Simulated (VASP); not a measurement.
Crystal: BaS.

```
Ba S
1.0
     4.44219    0.00000    0.00000
    -2.22110    3.84705    0.00000
     0.00000    0.00000    8.06988
Ba S
2 2
Direct
  0.00000 0.00000 0.00000
  0.00000 0.00000 0.50000
  0.33333 0.66667 0.25000
  0.66667 0.33333 0.75000
```

The cell was built by a generator and needn't be a form met in nature.

The cell isn't the ideal one: uniaxial_z strain +3.6%.

Base run:

- Program: VASP 6.6.1
- Functional: r2SCAN
- Potentials or basis: VASP PAW PBE potentials, release 64 (Ba_sv, S)
- Cutoff: 520 eV
- k mesh: 6 × 6 × 4
- Occupations: gaussian, width 0.01 eV
- Spin: no spin polarisation

Its results: band gap on the k mesh 2.62 eV, direct; pressure -1.0 GPa.

**Question.** The run is repeated on the same cell with these changes: functional from r2SCAN to PBE; occupations from gaussian, width 0.01 eV to fermi-dirac, width 0.02 eV. What comes out?

**Answer.** Band gap on the k mesh 2.23 eV, direct; pressure -0.8 GPa.

Caveats: spin-orbit coupling is left out, which moves the levels of the heavy elements; the PAW data sets were made with another functional, which shifts forces and pressure a little (some runs).

A k mesh can miss the band edges.
